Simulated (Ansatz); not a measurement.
# CaF2: the cost of one run

Program: Ansatz 0.2.0. Level of theory: DFT PBE, scalar-relativistic, plane waves, PAW. These are calculated values, not measurements.

2 further runs of the same task are left out: 2 set aside as unsound or not needed.

## (1) The structure to begin with

It takes space group Fm-3m (No. 225, cubic). The conventional cell has a = 5.511 Å, b = 5.511 Å, c = 5.511 Å, α = 90.00°, β = 90.00°, γ = 90.00°. Ca (site symmetry m-3m) has 8 F at 2.39 Å as nearest neighbours. F (site symmetry -43m) is surrounded by 4 Ca at 2.39 Å.

Structure file:

```cif
data_structure
_symmetry_space_group_name_H-M 'Fm-3m'
_symmetry_Int_Tables_number 225
_cell_length_a 5.5109
_cell_length_b 5.5109
_cell_length_c 5.5109
_cell_angle_alpha 90.000
_cell_angle_beta 90.000
_cell_angle_gamma 90.000
_cell_volume 167.36
loop_
_atom_site_label
_atom_site_type_symbol
_atom_site_symmetry_multiplicity
_atom_site_Wyckoff_symbol
_atom_site_fract_x
_atom_site_fract_y
_atom_site_fract_z
_atom_site_occupancy
Ca1 Ca 4 a 0.00000 0.00000 0.00000 1
F1 F 8 c 0.25000 0.75000 0.75000 1
```

This cell was relaxed beforehand with the same method: volume 13.95 Å³/atom, gap on the mesh 7.14 eV.

## (2) Phonons at Γ, at rest

input.yaml

```yaml
crystal:
  lattice:
    - [0.0, 2.7554419802, 2.7554419802]
    - [2.7554419802, 0.0, 2.7554419802]
    - [2.7554419802, 2.7554419802, 0.0]
  atoms:
    - { symbol: Ca, position: [0.0, 0.0, 0.0] }
    - { symbol: F, position: [0.25, 0.25, 0.25] }
    - { symbol: F, position: [0.75, 0.75, 0.75] }
basis:
  ecutwfc: 420
kpoints:
  mp_grid: { grid: [8, 8, 8] }
hamiltonian:
  xc: pbe
scf:
  occupations: { method: fixed }
output:
  eigenvalues: true
phonons:
  method: dfpt
  dielectric: true
  rigid_motions: translations
  eigenvectors: true
```

On the command line:

```bash
$ ansatz run input.yaml --threads 1 --pin off --max-ram 3072MiB --backend cpu --events-out ev --progress --plain --runs-dir out
```

Q: Estimate wall time and peak memory on 1 thread of AMD EPYC 7R43 (Zen 3), shared host.

About 37 s, with a peak of 0.58 GiB.
